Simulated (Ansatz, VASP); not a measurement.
One calculation of MoS2, two programs

```xyz
9
Lattice="3.1916 0.0000 0.0000 -1.5958 2.7640 0.0000 0.0000 0.0000 54.6480" Properties=species:S:1:pos:R:3 pbc="T T T"
S     1.5958    0.9213    9.1306
S     1.5958    0.9213   12.2380
S     0.0000    1.8427   15.1599
S     0.0000    1.8427   18.2641
S     1.5958    0.9213   21.1860
S     1.5958    0.9213   24.2934
Mo    0.0000    1.8427   10.6851
Mo    1.5958    0.9213   16.7120
Mo    0.0000    1.8427   22.7389
```

Alike in both runs: functional PBE; dispersion D3(BJ); k mesh 12 × 12 × 1; occupations gaussian, width 0.02 eV; no spin polarisation.

Ansatz relaxed the structure, and its values are those at the end. VASP's run is a single point on that final structure, the one shown.

```csv
,VASP,Ansatz
version,VASP 6.6.1,Ansatz 0.2.0
potentials or method,"VASP PAW PBE potentials, release 64 (S, Mo_sv)","scalar-relativistic, plane waves, PAW"
plane-wave cutoff (eV),520,420
valence electrons in the cell,78,78
```

VASP gave:

```
gap on the k mesh at the Fermi level (eV) : 0.91
least direct gap on the mesh (eV)         : 1.58
rms of the force components (eV/Å)        : 0.007
dispersion energy (meV/atom)              : -386.9
```

Question: Which values does Ansatz return?

Answer: gap on the k mesh at the Fermi level (eV): 0.89; least direct gap on the mesh (eV): 1.58; rms of the force components (eV/Å): 0.002; dispersion energy (meV/atom): -386.9.

The functional is the same, so the differences come from potentials, cutoffs and numerics. Ansatz warned: «slab_cell_height_set».
